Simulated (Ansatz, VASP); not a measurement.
## Two plane-wave programs on HgTe

Contents of INCAR:

```
SYSTEM = HgTe
PREC = Accurate ; ENCUT = 520
EDIFF = 1E-6 ; ISMEAR = 0
SIGMA = 0.15 ; LREAL = .FALSE.
LASPH = .TRUE. ; NELM = 100
ALGO = Normal ; ISIF = 2
LWAVE = .FALSE. ; LCHARG = .TRUE.
GGA = PE ; LELF = .TRUE.
LVHAR = .TRUE. ; NBANDS = 16
```

File KPOINTS:

```
Automatic mesh
0
G
  14 14 14
  0 0 0
```

Contents of POSCAR:

```
HgTe
1.0
    0.0000000000      3.0771170000      3.0771170000
    3.0771170000      0.0000000000      3.0771170000
    3.0771170000      3.0771170000      0.0000000000
Hg Te
1 1
Direct
    0.0000000000      0.0000000000      0.0000000000
    0.5000000000      0.5000000000      0.5000000000
```

Input for Ansatz:

```yaml
crystal:
  lattice:
    - [0.0, 3.077117, 3.077117]
    - [3.077117, 0.0, 3.077117]
    - [3.077117, 3.077117, 0.0]
  atoms:
    - { symbol: Hg, position: [0.0, 0.0, 0.0] }
    - { symbol: Te, position: [0.5, 0.5, 0.5] }
basis:
  ecutwfc: 420
kpoints:
  mp_grid: { grid: [14, 14, 14] }
hamiltonian:
  xc: pbe
scf:
  occupations: { method: gaussian, width: 0.15 }
output:
  forces: true
  stress: true
  eigenvalues: true
```

Measurements of this composition are mostly on another form, of space group No. 216.

Alike in both runs: task single point; functional PBE; k mesh 14 × 14 × 14; occupations gaussian, width 0.15 eV; no spin polarisation.

|  | VASP | Ansatz |
| --- | --- | --- |
| version | VASP 6.6.1 | Ansatz 0.2.0 |
| potentials or method | VASP PAW PBE potentials, release 64 (Hg, Te) | scalar-relativistic, plane waves, PAW |
| plane-wave cutoff (eV) | 520 | 420 |
| valence electrons in the cell | 18 | 36 |

```csv
,VASP,Ansatz,Ansatz less VASP
gap on the k mesh at the Fermi level (eV),none,none,-
pressure (GPa),-0.2,-0.3,-0.10
```

A gap of «none» marks a metal or a gap that the smearing closes. The two sets of potentials don't hold the same shells in valence.

The runs have no spin-orbit coupling, so splittings on Hg, Te are missing.
